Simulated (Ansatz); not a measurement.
**ZnTe: how the settings move a single-point run**

Aim: see which settings change the result for ZnTe, by how much, and at what cost.

Method: reference: DFT, r2SCAN, PAW with Ansatz's default frozen-core files, scalar-relativistic, in Ansatz 0.2.0.

### 1 The system as given

Symmetry: F-43m, No. 216, cubic system. Conventional cell: a = 6.070 Å, b = 6.070 Å, c = 6.070 Å, α = 90.00°, β = 90.00°, γ = 90.00°. Around Zn (site symmetry -43m) lie 4 Te at 2.63 Å. Te (site symmetry -43m) has 4 Zn at 2.63 Å as nearest neighbours.

Structure file:

```
Zn Te
1.0
     0.00000    3.03500    3.03500
     3.03500    0.00000    3.03500
     3.03500    3.03500    0.00000
Zn Te
1 1
Cartesian
  0.0000 0.0000 0.0000
  1.5175 1.5175 1.5175
```

### 2 The reference run

Contents of input.yaml:

```yaml
crystal:
  lattice:
    - [0.0, 3.035, 3.035]
    - [3.035, 0.0, 3.035]
    - [3.035, 3.035, 0.0]
  atoms:
    - { symbol: Zn, position: [0.0, 0.0, 0.0] }
    - { symbol: Te, position: [0.25, 0.25, 0.25] }
kpoints:
  mp_grid: { grid: [10, 10, 10] }
  band_path:
    path:
      - [0.0, 0.0, 0.0]
      - [-0.5, -0.5, 0.0]
      - [-0.375, -0.375, 0.25]
      - [-0.375, 0.0, 0.375]
      - [0.0, 0.0, 0.0]
      - [0.0, 0.0, 0.5]
      - [-0.5, -0.25, 0.25]
      - [-0.5, -0.5, 0.0]
    npoints: 14
scf:
  occupations: { method: fermi_dirac, width: 0.08 }
hamiltonian:
  xc: r2scan
  pseudopotentials: { kind: paw }
output:
  forces: true
  stress: true
  eigenvalues: true
  efg: { contact_densities: true }
  populations: true
  bader: true
  dos: { projected: true, de: 0.2, e_range: [-14, 8] }
  write_density: true
  write_potential: true
  elf: true
  volumetric_format: npy
```

Command:

```console
> ansatz run input.yaml --threads 1 --pin off --max-ram 2048MiB --backend cpu --events-out ev --progress --plain --runs-dir out
```

### 3 Variant: lower_state_search standard

input.yaml, as its differences from that of step 2:

```diff
@@ -23,2 +23,3 @@
   occupations: { method: fermi_dirac, width: 0.08 }
+  lower_state_search: standard
 hamiltonian:
@@ -32,7 +33 @@
   populations: true
-  bader: true
-  dos: { projected: true, de: 0.2, e_range: [-14, 8] }
-  write_density: true
-  write_potential: true
-  elf: true
-  volumetric_format: npy
```

What does the calculation give? Wanted: for each run, ending; energy change; pressure; gap; force.

The runs gave:

| run | ending | energy change | pressure (GPa) | gap (eV) | force (eV/Å) | cycles | time |
| --- | --- | --- | --- | --- | --- | --- | --- |
| reference | converged | 0 | 1.1 | 1.90 | 0.00 | 7 | 37 s |
| 1: lower_state_search standard | converged | 0.0 meV/atom | 1.1 | 1.90 | 0.00 | 7 | 21 s |

Times don't compare one to one where runs were asked for different outputs or read a saved state (see the inputs); cycles may leave out searches for a lower state.

Residual by cycle in the longest SCF loop of each run; runs are numbered as in the table. The quantity is the density residual dr2, in eV.

| cycle | reference | run 1 |
| --- | --- | --- |
| 1 | 0.0426 | 0.0426 |
| 2 | 0.00816 | 0.00816 |
| 3 | 0.00122 | 0.00122 |
| 4 | 1.3e-5 | 1.3e-5 |
| 5 | 1.3e-6 | 1.3e-6 |
| 6 | 1.8e-7 | 1.8e-7 |
| 7 | 2.7e-9 | 2.7e-9 |

**Reading.** The changed input (search for lower states) leaves the energy the same to the digits printed. The gap of the reference lacks spin-orbit coupling, though the cell holds Te.
